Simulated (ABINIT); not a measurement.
A run of ABINIT 10.8.3 (patched build) is set up as follows.

run.abi

```
# Pseudopotentials
pp_dirpath "./"
pseudos "Zr.GGA_PBE-JTH.xml, B.GGA_PBE-JTH.xml"

# Structure
acell 3*1.0 Angstrom
rprim
     3.1700000000     0.0000000000     0.0000000000
    -1.5850000000     2.7453005300     0.0000000000
     0.0000000000     0.0000000000     3.5330000000
ntypat 2
znucl 40 5
natom 3
typat 1 2 2
xcart
     0.0000000000     0.0000000000     0.0000000000
     1.5850000002     0.9151001766     1.7665000000
    -0.0000000002     1.8302003534     1.7665000000 Angstrom

# Plane-wave basis
ecut 20.0
pawecutdg 40.0
pawxcdev 0

# k points
kptopt 1
ngkpt 10 10 8
nshiftk 1
shiftk 0.0 0.0 0.0

# Exchange and correlation
ixc 14

# Bands and occupations
nband 13
occopt 3
tsmear 0.05 eV

# SCF cycle
nstep 100
tolvrs 1.0e-9

# Output
iomode 3
prtwf 0
prtden 0
prteig 0
prtebands 0
enunit 2
```

Potentials or basis: JTH PAW PBE v2.0.

Run with:

```bash
$ abinit run.abi > log 2>&1
```

Question: Estimate the pressure.

Answer: 3.1 GPa.

Question: What does it give for the band gap on the k mesh?

Answer: None (metal or under the smearing width).

Stress tensor (GPa, compression positive):
```
2.86 0.00 0.00
0.00 2.86 0.00
0.00 0.00 3.66
```

Caveat: the PAW data sets were made with another functional, which shifts forces and pressure a little.
